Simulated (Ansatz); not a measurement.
# Electron scattering at the Σ5 (310) boundary in bcc W with N (interstitial)

Wanted: what the Σ5 (310) boundary in bcc W with N (interstitial) costs an interconnect.

Main program and level: Ansatz 0.2.0; Ansatz plane-wave DFT, PBE, PAW files; relaxation of a bicrystal slab with its lowest layers held; PAW set soft_1, in the first sound run; inputs show where later runs differ.

### Step 1. Set-up

The cell holds 20 atoms: 19 W and 1 N. Its edges and angles: a = 5.248 Å, b = 3.165 Å, c = 29.414 Å, α = 90.0°, β = 90.0°, γ = 72.5°. It derives from W. built on the (3 1 0) plane; 1 overlapping atoms removed and the grains opened by 0.4 Å. Vacuum lies along c.

### Step 2. Relaxing the bicrystal

The boundary is built by mirroring the lower grain in the boundary plane and removing any atoms that overlap; then the N is put in at the boundary. A thin bicrystal slab is relaxed first, with the lowest layers held and the upper grain free to shift and open.

File input.yaml:

```yaml
crystal:
  lattice:
    - [5.2482270683, 0.0, 0.0]
    - [0.9542231033, 3.0175184024, 0.0]
    - [0.0, 0.0, 29.4143574102]
  atoms:
    - { symbol: W, position: [0.8, 0.6000000001, 0.1699850155] }
    - { symbol: W, position: [0.2, 0.9, 0.2040091358] }
    - { symbol: W, position: [0.6, 0.2, 0.238033256] }
    - { symbol: W, position: [0.0, 0.5, 0.2720573763] }
    - { symbol: W, position: [0.4, 0.8, 0.3060814965] }
    - { symbol: W, position: [0.8, 0.1, 0.3401056168] }
    - { symbol: W, position: [0.2, 0.4, 0.3741297371] }
    - { symbol: W, position: [0.6, 0.7, 0.4081538573] }
    - { symbol: W, position: [0.0, 0.0, 0.4421779776] }
    - { symbol: "N", position: [0.3333333333, 0.3333333333, 0.4506772283] }
    - { symbol: W, position: [0.6, 0.7, 0.4898008991] }
    - { symbol: W, position: [0.2, 0.4, 0.5238250193] }
    - { symbol: W, position: [0.8, 0.1, 0.5578491396] }
    - { symbol: W, position: [0.4, 0.8, 0.5918732599] }
    - { symbol: W, position: [0.0, 0.5, 0.6258973801] }
    - { symbol: W, position: [0.6, 0.2, 0.6599215004] }
    - { symbol: W, position: [0.2, 0.9, 0.6939456206] }
    - { symbol: W, position: [0.8, 0.6000000001, 0.7279697409] }
    - { symbol: W, position: [0.4, 0.3000000001, 0.7619938612] }
    - { symbol: W, position: [0.0, 1.0e-10, 0.7960179814] }
kpoints:
  mp_grid: { grid: [8, 8, 1] }
hamiltonian:
  xc: pbe
  pseudopotentials: { kind: paw, azcp: { folder: soft_1 } }
scf:
  occupations: { method: fermi_dirac, width: 0.1 }
relax:
  f_tol: 0.03
  max_steps: 80
  constraints: [{ sites: [0, 1, 2] }]
```

Command:

```console
$ ansatz run input.yaml --threads 4 --pin off --max-ram 15360MiB --backend cpu --events-out ev --progress --plain --runs-dir out
```

Numbers of over 12 decimals in the logs are rounded to 6 here.

What it wrote:

```text
Engine: ansatz 0.2.0, aarch64-unknown-linux-gnu
Pseudopotentials: kind: paw
Pseudopotential: W, paw, valence charge 14, recommended cutoff 420 eV (normal), soft_1/W.paw.azcp
Pseudopotential: N, paw, valence charge 5, recommended cutoff 420 eV (normal), soft_1/N.paw.azcp
Functional definition: PBE
  parameter kappa = 0.804
  parameter beta = 0.066725
  exchange = pbe_x(kappa = kappa, mu = beta*pi^2/3)
  correlation = pbe_c(beta = beta)
Crystal: 20 atoms, lattice volume = 465.824 Å³
Basis set: ecut = 420 eV, 9131 PW (Γ), exchange–correlation on 72×48×400 points (8 copies of the dense FFT grid, shifted against one another)
Bands: 163, of which v1, the nominal top of the filled ones, is band 136 counted from 1 (135 counted from 0)
Symmetry: 2 space group operations
Space group: Cm (ITA 8), of the structure as read, at distance tolerance 7.8e-5 Å
k-points: 21 of 64 (time reversal used)
Non-local potential: W, projectors of the file, l = 0: 3, l = 1: 2, l = 2: 2, l = 3: 1
Non-local potential: N, projectors of the file, l = 0: 2, l = 1: 2, l = 2: 1
PAW form: soft (Blöchl's): semilocal exchange-correlation on the pseudo side does not see the compensation charge
PAW one-centre angular grid: W, 590 points (default); XC on 64 Gauss nodes
PAW one-centre angular grid: N, 110 points (default); XC on 64 Gauss nodes
Initial density: superposition of atomic densities (neutral atoms: chi_scale 0, normalization atom)
Initial wavefunctions: pseudopotential atomic-orbital guess
Functional: x = pbe(κ = 0.804, μ = 0.219515), c = pbe(β = 0.066725)
SCF iter   1: F=—  HF=-197715.278611 eV  |F-HF|=—  |Δ(HF+E_count)|=         —  Δρ=6.20e-2  dr2=1.56e2  ethr=3.10e-3  ⟨swp⟩=8.2  Hψ=15348  notcnv=0
preconditioner: auto → LDOS  [metal: Δε(μ)=0.027 eV  Ē_g=5.524 eV  σ=0.100 eV  W_gap=0.07  n_scr=116 (ndim 8)  ℏωp=18.8 eV  f_vac=0.279  D(μ)=13.35/eV (n_scr^D=90)  β→1.0]
SCF iter   2: F=—  HF=-197712.035568 eV  |F-HF|=—  |Δ(HF+E_count)|=    3.24e0  Δρ=5.12e-2  dr2=1.76e2  ethr=3.10e-3  ⟨swp⟩=5.3  Hψ=9864  notcnv=0  defer=4
SCF iter   3: F=—  HF=-197706.501029 eV  |F-HF|=—  |Δ(HF+E_count)|=    5.53e0  Δρ=1.02e-2  dr2=2.33e0  ethr=3.10e-3  ⟨swp⟩=4.3  Hψ=7761  notcnv=0  defer=7
SCF iter   4: F=—  HF=-197706.285818 eV  |F-HF|=—  |Δ(HF+E_count)|=   2.15e-1  Δρ=2.93e-3  dr2=9.01e-2  ethr=8.58e-4  ⟨swp⟩=3.3  Hψ=5771  notcnv=0  defer=1
SCF iter   5: F=—  HF=-197706.278497 eV  |F-HF|=—  |Δ(HF+E_count)|=   7.32e-3  Δρ=1.31e-3  dr2=4.55e-2  ethr=3.32e-5  ⟨swp⟩=3.9  Hψ=7021  notcnv=0  defer=1
SCF iter   6: F=—  HF=-197706.276143 eV  |F-HF|=—  |Δ(HF+E_count)|=   2.35e-3  Δρ=5.22e-4  dr2=8.75e-3  ethr=1.68e-5  ⟨swp⟩=2.1  Hψ=4572  notcnv=0  defer=1
SCF iter   7: F=—  HF=-197706.275872 eV  |F-HF|=—  |Δ(HF+E_count)|=   2.71e-4  Δρ=1.50e-4  dr2=2.13e-4  ethr=3.23e-6  ⟨swp⟩=1.8  Hψ=3905  notcnv=0
SCF iter   8: F=—  HF=-197706.275913 eV  |F-HF|=—  |Δ(HF+E_count)|=   4.03e-5  Δρ=5.75e-5  dr2=1.09e-4  ethr=7.87e-8  ⟨swp⟩=3.6  Hψ=7249  notcnv=0
SCF iter   9: F=-197706.275909 eV  HF=-197706.275917 eV  |F-HF|=7.93e-6  |Δ(HF+E_count)|=   4.38e-6  Δρ=2.06e-5  dr2=1.26e-5  ethr=8.30e-9  ⟨swp⟩=3.9  Hψ=12070  notcnv=0
SCF 1 converged in 9 iterations: F = -197706.275909 eV  dr2 = 1.26e-5
  greatest PAW one-centre occupation: 0.999 electrons in one spin orbital (limit 2), on the W atom at site 2 (counted from 0), in its partial waves of l = 0
relax step   1: F+E_penalty+E_count = -197706.27590920 eV  Δ(F+E_penalty+E_count) = +0.000e0 eV  max|allowed force component| = 3.171e0 eV/Å  Δτ_max = 0.0000 Å  (9 SCF iters, dr2 threshold 2.25e-5 eV, accepted)
Initial density: handed on by an earlier stage of this run
Initial wavefunctions: those handed on with the density
iter 1 solved again at ethr=1.08e-3 eV; its pass at ethr=3.10e-3 eV (dr2=2.94e0 eV) is discarded
SCF iter   1: F=—  HF=-197707.097091 eV  |F-HF|=—  |Δ(HF+E_count)|=         —  Δρ=1.38e-2  dr2=2.98e0  ethr=1.08e-3  ⟨swp⟩=1.6  Hψ=12222  notcnv=0
preconditioner: auto → LDOS  [metal: Δε(μ)=0.009 eV  Ē_g=5.109 eV  σ=0.100 eV  W_gap=0.02  n_scr=116 (ndim 8)  ℏωp=18.8 eV  f_vac=0.287  D(μ)=13.38/eV (n_scr^D=90)  β→1.0]
SCF iter   2: F=—  HF=-197706.954917 eV  |F-HF|=—  |Δ(HF+E_count)|=   1.42e-1  Δρ=6.07e-3  dr2=5.42e-1  ethr=1.08e-3  ⟨swp⟩=4.4  Hψ=6068  notcnv=0  defer=1
SCF iter   3: F=—  HF=-197706.860688 eV  |F-HF|=—  |Δ(HF+E_count)|=   9.42e-2  Δρ=1.89e-3  dr2=5.25e-2  ethr=2.00e-4  ⟨swp⟩=3.4  Hψ=7327  notcnv=0
SCF iter   4: F=—  HF=-197706.849822 eV  |F-HF|=—  |Δ(HF+E_count)|=   1.09e-2  Δρ=4.08e-4  dr2=3.08e-3  ethr=1.94e-5  ⟨swp⟩=2.6  Hψ=5715  notcnv=0
SCF iter   5: F=—  HF=-197706.850082 eV  |F-HF|=—  |Δ(HF+E_count)|=   2.60e-4  Δρ=1.27e-4  dr2=2.73e-4  ethr=1.14e-6  ⟨swp⟩=2.0  Hψ=5279  notcnv=0
SCF iter   6: F=-197706.850112 eV  HF=-197706.850121 eV  |F-HF|=9.06e-6  |Δ(HF+E_count)|=   3.90e-5  Δρ=5.31e-5  dr2=2.92e-5  ethr=3.69e-8  ⟨swp⟩=3.1  Hψ=13109  notcnv=0
SCF 2 converged in 6 iterations: F = -197706.850112 eV  dr2 = 2.92e-5
relax step   2: F+E_penalty+E_count = -197706.85011189 eV  Δ(F+E_penalty+E_count) = -5.742e-1 eV  max|allowed force component| = 1.214e0 eV/Å  Δτ_max = 0.1949 Å  (6 SCF iters, dr2 threshold 1.00e-4 eV, accepted)
iter 1 solved again at ethr=1.09e-3 eV; its pass at ethr=3.10e-3 eV (dr2=2.96e0 eV) is discarded
SCF iter   1: F=—  HF=-197707.125148 eV  |F-HF|=—  |Δ(HF+E_count)|=         —  Δρ=1.19e-2  dr2=2.91e0  ethr=1.09e-3  ⟨swp⟩=1.1  Hψ=12158  notcnv=0
preconditioner: auto → LDOS  [metal: Δε(μ)=0.006 eV  Ē_g=5.070 eV  σ=0.100 eV  W_gap=0.01  n_scr=116 (ndim 8)  ℏωp=18.8 eV  f_vac=0.282  D(μ)=13.34/eV (n_scr^D=90)  β→1.0]
SCF iter   2: F=—  HF=-197707.068126 eV  |F-HF|=—  |Δ(HF+E_count)|=   5.70e-2  Δρ=4.11e-3  dr2=2.84e-1  ethr=1.08e-3  ⟨swp⟩=3.0  Hψ=5396  notcnv=0
SCF iter   3: F=—  HF=-197707.041607 eV  |F-HF|=—  |Δ(HF+E_count)|=   2.65e-2  Δρ=2.27e-3  dr2=8.82e-2  ethr=1.05e-4  ⟨swp⟩=3.2  Hψ=7614  notcnv=0
SCF iter   4: F=—  HF=-197707.026579 eV  |F-HF|=—  |Δ(HF+E_count)|=   1.50e-2  Δρ=6.56e-4  dr2=4.95e-3  ethr=3.25e-5  ⟨swp⟩=2.0  Hψ=4926  notcnv=0
SCF iter   5: F=—  HF=-197707.025684 eV  |F-HF|=—  |Δ(HF+E_count)|=   8.95e-4  Δρ=1.38e-4  dr2=2.18e-4  ethr=1.83e-6  ⟨swp⟩=2.1  Hψ=6152  notcnv=0
SCF iter   6: F=-197707.025638 eV  HF=-197707.025653 eV  |F-HF|=1.51e-5  |Δ(HF+E_count)|=   3.08e-5  Δρ=4.73e-5  dr2=2.84e-5  ethr=3.40e-8  ⟨swp⟩=2.9  Hψ=13692  notcnv=0
SCF 3 converged in 6 iterations: F = -197707.025638 eV  dr2 = 2.84e-5
relax step   3: F+E_penalty+E_count = -197707.02563763 eV  Δ(F+E_penalty+E_count) = -1.755e-1 eV  max|allowed force component| = 2.820e-1 eV/Å  Δτ_max = 0.1563 Å  (6 SCF iters, dr2 threshold 9.21e-5 eV, accepted)
[...]
relax step   4: F+E_penalty+E_count = -197707.04532665 eV  Δ(F+E_penalty+E_count) = -1.969e-2 eV  max|allowed force component| = 1.568e-1 eV/Å  Δτ_max = 0.0500 Å  (6 SCF iters, dr2 threshold 4.97e-6 eV, accepted)
[...]
relax step   5: F+E_penalty+E_count = -197707.05374529 eV  Δ(F+E_penalty+E_count) = -8.419e-3 eV  max|allowed force component| = 9.102e-2 eV/Å  Δτ_max = 0.0357 Å  (6 SCF iters, dr2 threshold 1.54e-6 eV, accepted)
[...]
relax step   6: F+E_penalty+E_count = -197707.05437962 eV  Δ(F+E_penalty+E_count) = -6.343e-4 eV  max|allowed force component| = 1.485e-1 eV/Å  Δτ_max = 0.0271 Å  (5 SCF iters, dr2 threshold 2.56e-6 eV, accepted)
[...]
relax step   7: F+E_penalty+E_count = -197707.05562915 eV  Δ(F+E_penalty+E_count) = -1.250e-3 eV  max|allowed force component| = 8.246e-3 eV/Å  Δτ_max = 0.0083 Å  (4 SCF iters, dr2 threshold 7.43e-6 eV, accepted)
iter 1 solved again at ethr=2.71e-9 eV; its pass at ethr=3.10e-3 eV (dr2=7.34e-6 eV) is discarded
SCF iter   1: F=—  HF=-197707.055634 eV  |F-HF|=—  |Δ(HF+E_count)|=         —  Δρ=2.76e-5  dr2=7.34e-6  ethr=2.71e-9  ⟨swp⟩=1.9  Hψ=8315  notcnv=0
SCF iter   2: F=—  HF=-197707.055635 eV  |F-HF|=—  |Δ(HF+E_count)|=   9.98e-7  Δρ=2.25e-5  dr2=6.12e-6  ethr=2.71e-9  ⟨swp⟩=2.2  Hψ=6160  notcnv=0
SCF iter   3: F=—  HF=-197707.055634 eV  |F-HF|=—  |Δ(HF+E_count)|=   1.12e-6  Δρ=3.24e-6  dr2=1.07e-7  ethr=2.26e-9  ⟨swp⟩=2.0  Hψ=5223  notcnv=0
SCF iter   4: F=-197707.055634 eV  HF=-197707.055634 eV  |F-HF|=2.05e-8  |Δ(HF+E_count)|=   1.78e-8  Δρ=1.63e-6  dr2=3.56e-8  ethr=3.69e-11  ⟨swp⟩=5.6  Hψ=11605  notcnv=0
SCF 8 converged in 4 iterations: F = -197707.055634 eV  dr2 = 3.56e-8
relax step   8: F+E_penalty+E_count = -197707.05563391 eV  Δ(F+E_penalty+E_count) = -4.760e-6 eV  max|allowed force component| = 8.101e-3 eV/Å  Δτ_max = 0.0000 Å  (4 SCF iters, accepted)
SCF converged after 4 iterations
Free energy (F): -197707.055634 eV
Harris-Foulkes:  -197707.055634 eV  (|F-HF|=2.05e-8)
Internal energy: -197706.617428 eV  (E = F + TS)
E sigma→0 (E₀):  -197706.836531 eV
Entropy (-TS):   -0.438206 eV (-21.910 meV/atom)
Fermi energy:    13.367835 eV
--- Per-component energies (eV) ---
  E_band       = -3977.515496
  E_kinetic    = 8118.553258
  E_local      = -239008.802958  (includes V_loc(G=0)·N_el)
  E_nonlocal   = -443.875717
  E_hartree    = 117456.776681
  E_xc         = -5131.669648
  E_vxc        = -4452.217868  (∫ρ·V_xc dr)
  E_paw        = -163105.268470  (= ΣΔE_a)
  E_vpaw       = -3104.767634  (= ΣTr[D̂ρ^β])
  E_aug_tail   = 0.003631  (compensation charges beyond the density's cutoff)
  E_ewald      = 84407.665795
  E_smearing   = -0.438206  (= −TS)
  E_closure    = -0.000000  (closes the sum)
  Σ components = -197707.055634   (vs F -197707.055634, Δ=0.00e0)
--- Forces (eV/Å), atoms counted from 1 ---
  atom   1  W      0.38467491    -0.12164489     1.90247849
  atom   2  W     -0.54404106     0.17204089    -0.79705047
  atom   3  W      0.16131965    -0.05101375    -1.10831053
  atom   4  W     -0.00011884     0.00003758     0.00810068
  atom   5  W      0.00475216    -0.00150277    -0.00456108
  atom   6  W     -0.00515164     0.00162909    -0.00636470
  atom   7  W      0.00085345    -0.00026988     0.00686243
  atom   8  W      0.00061887    -0.00019570     0.00289454
  atom   9  W     -0.00315960     0.00099915     0.00553865
  atom  10  N     -0.00123556     0.00039072    -0.00000627
  atom  11  W      0.00002749    -0.00000869    -0.00139149
  atom  12  W      0.00302252    -0.00095581    -0.00647924
  atom  13  W      0.00490941    -0.00155249    -0.00460646
  atom  14  W     -0.00370522     0.00117169    -0.00060746
  atom  15  W     -0.00406031     0.00128398     0.00593536
  atom  16  W      0.00297817    -0.00094178     0.00065046
  atom  17  W     -0.00289907     0.00091677     0.00226702
  atom  18  W     -0.00186938     0.00059115    -0.00471954
  atom  19  W     -0.00443953     0.00140390    -0.00022656
  atom  20  W      0.00757772    -0.00239628    -0.00041836
  max |Σ_I F_I| component: 5.41e-5 eV/Å
--- Relaxed structure (8 steps of the walk, 8 accepted, 0 SCFs on fresh bases) ---
  F+E_penalty+E_count = -197707.05563391 eV   max|allowed force component| = 8.101e-3 eV/Å
  atoms:
    - { symbol: W, position: [0.800000, 0.600000, 0.169985] }
    - { symbol: W, position: [0.200000, 0.900000, 0.204009] }
    - { symbol: W, position: [0.600000, 0.2, 0.238033256] }
    - { symbol: W, position: [0.00324811, 0.498376, 0.271360] }
    - { symbol: W, position: [0.402916, 0.798542, 0.306258] }
    - { symbol: W, position: [0.806029, 0.096985, 0.340658] }
    - { symbol: W, position: [0.197235, 0.401382, 0.375278] }
    - { symbol: W, position: [0.610891, 0.694554, 0.406885] }
    - { symbol: W, position: [0.022095, -0.011047, 0.451447] }
    - { symbol: N, position: [0.335878, 0.332061, 0.450846] }
    - { symbol: W, position: [0.605320, 0.697340, 0.495067] }
    - { symbol: W, position: [0.194263, 0.402868, 0.526707] }
    - { symbol: W, position: [0.801311, 0.099344, 0.561401] }
    - { symbol: W, position: [0.397092, 0.801454, 0.596059] }
    - { symbol: W, position: [0.000399391, 0.499800, 0.630137] }
    - { symbol: W, position: [0.602384, 0.198808, 0.664522] }
    - { symbol: W, position: [0.201739, 0.899131, 0.698535] }
    - { symbol: W, position: [0.798033, 0.600983, 0.733727] }
    - { symbol: W, position: [0.392682, 0.303659, 0.767814] }
    - { symbol: W, position: [0.010980, -0.00548991, 0.795402] }
```

The job ended after 5.6 min (4 threads of Arm Neoverse V1, shared host; peak memory 2.3 GiB; 22 min of CPU time).

This run has no spin polarisation although its electron count is odd.

Step by step:

```tsv
step	energy less that of the first step (eV)	largest force component (eV/Å)
1	0.0000	3.1714
2	-0.5742	1.2138
3	-0.7497	0.2820
4	-0.7694	0.1568
5	-0.7778	0.0910
6	-0.7785	0.1485
7	-0.7797	0.0082
8	-0.7797	0.0081
```

Forces are held to the 2 operations that the run works with; a distortion that breaks them can't arise in this run.

The atoms that moved most (Å):

```tsv
atom	dx	dy	dz	length
W9	0.105	-0.033	0.273	0.294
W19	-0.035	0.011	0.171	0.175
W18	-0.009	0.003	0.169	0.170
W11	0.025	-0.008	0.155	0.157
W16	0.011	-0.004	0.135	0.136
W17	0.008	-0.003	0.135	0.135
W15	0.002	-0.001	0.125	0.125
W14	-0.014	0.004	0.123	0.124
```

Numbers from this step:

- free energy: -197707.0556 eV
- energy at zero smearing: -197706.8365 eV
- Fermi energy: 13.37 eV

The largest force component on a free atom ends at 0.0081 eV/Å, under the tolerance of 0.03, after 8 steps.

[end of part 1 of 2]

[Logs are printed without paths, hosts, clocks, repeated set-up lines and the standing remarks that a program may print on its own settings, such as how far it seeks lower states.]

[Hosts, paths, dates, database ids (printed as entryN), source tags and the programs' standing remarks are cut or masked in the printed files.]
